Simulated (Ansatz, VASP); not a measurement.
## TaN in VASP and in Ansatz

```
Ta N
1.0
     2.90653    0.00000    0.00000
    -1.45326    2.51713    0.00000
     0.00000    0.00000    2.85162
Ta N
1 1
Cartesian
  0.0000 1.6781 1.4258
  0.0000 0.0000 0.0000
```

Alike in both runs: functional LDA; k mesh 18 × 18 × 14; occupations gaussian, width 0.1 eV; no spin polarisation.

Ansatz relaxed the structure, and its values are those at the end. VASP's run is a single point on that final structure, the one shown.

|  | VASP | Ansatz |
| --- | --- | --- |
| version | VASP 6.6.1 | Ansatz 0.2.0 |
| potentials or method | VASP PAW LDA potentials, release 64 (Ta_pv, N) | scalar-relativistic, plane waves, PAW |
| plane-wave cutoff (eV) | 520 | 420 |
| valence electrons in the cell | 16 | 18 |

Ansatz gave:

| Item | Value |
| --- | --- |
| gap on the k mesh at the Fermi level (eV) | none |
| pressure (GPa) | 0.0 |

Problem. What did VASP give for the same quantities?

Solution. gap on the k mesh at the Fermi level (eV): none; pressure (GPa): 2.0.

A gap of «none» marks a metal or a gap that the smearing closes. The two sets of potentials don't hold the same shells in valence.

Spin-orbit coupling is left out, which matters for the levels of Ta.
